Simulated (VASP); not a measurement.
Wanted: the native input for a VASP 6.6.1 run.

```yaml
Task: relaxation of cell and atoms
Functional: PBE
Potentials_or_basis: VASP PAW PBE potentials, release 64 (Ag, Br)
Cutoff: 600 eV
k_mesh: 8 × 8 × 8
Occupations: fermi-dirac, width 0.02 eV
Spin: no spin polarisation
Dipole_correction: no
Further_INCAR_settings: ALGO = Normal; EDIFF = 1e-07; IBRION = 2; EDIFFG = -0.005; NSW = 100; ISIF = 3
```

The structure of AgBr lies in POSCAR:

```
AgBr
1.0
    0.0000000000      2.8701500000      2.8701500000
    2.8701500000      0.0000000000      2.8701500000
    2.8701500000      2.8701500000      0.0000000000
Ag Br
1 1
Direct
    0.0000000000      0.0000000000      0.0000000000
    0.5000000000      0.5000000000      0.5000000000
```

The cell isn't the ideal one: cell and atoms relaxed from 1.0 times the given volume.

One way to write it, as run:

INCAR

```
SYSTEM = AgBr
PREC     = Accurate       ! precision mode
ENCUT    = 600            ! plane-wave cutoff, eV
EDIFF    = 1E-7           ! SCF threshold, eV
ISMEAR   = -1             ! smearing method
SIGMA    = 0.02           ! smearing width, eV
LREAL    = .FALSE.        ! projectors in reciprocal space
LASPH    = .TRUE.         ! aspherical terms in the spheres
NELM     = 100            ! most SCF steps
ALGO     = Normal         ! electronic algorithm
ISIF     = 3              ! what is computed and relaxed
LWAVE    = .FALSE.        ! write WAVECAR
LCHARG   = .FALSE.        ! write CHGCAR
GGA      = PE             ! functional
IBRION   = 2              ! ionic algorithm
NSW      = 100            ! ionic steps
EDIFFG   = -0.005         ! ionic threshold
```

KPOINTS

```
regular mesh
0
G
  8 8 8
  0 0 0
```

Potentials or basis: VASP PAW PBE potentials, release 64 (Ag, Br).

Launch:

```sh
$ cat potpaw_PBE.64/Ag/POTCAR potpaw_PBE.64/Br/POTCAR > POTCAR
$ mpirun -np 1 vasp_std > vasp.out
```

Results of the run:

```
Relaxed volume                         : 24.87 Å³/atom
Relaxed cell                           : a = 4.128 Å, b = 4.128 Å, c = 4.128 Å, α = 60.00°, β = 60.00°, γ = 60.00°
Space group after relaxing (to 0.05 Å) : Fm-3m (No. 225)
Energy gained by relaxing              : 8.2 meV/atom
Ionic steps                            : 3
Pressure after relaxing                : 0.0 GPa
Band gap on the k mesh                 : 0.69 eV, indirect (least direct gap 2.44 eV)
```

Run time: 31 s on 1 thread of Intel(R) Xeon(R) Platinum 8259CL CPU @ 2.50GHz (Skylake/Cascade Lake) (shared host), peak memory 0.2 GiB.
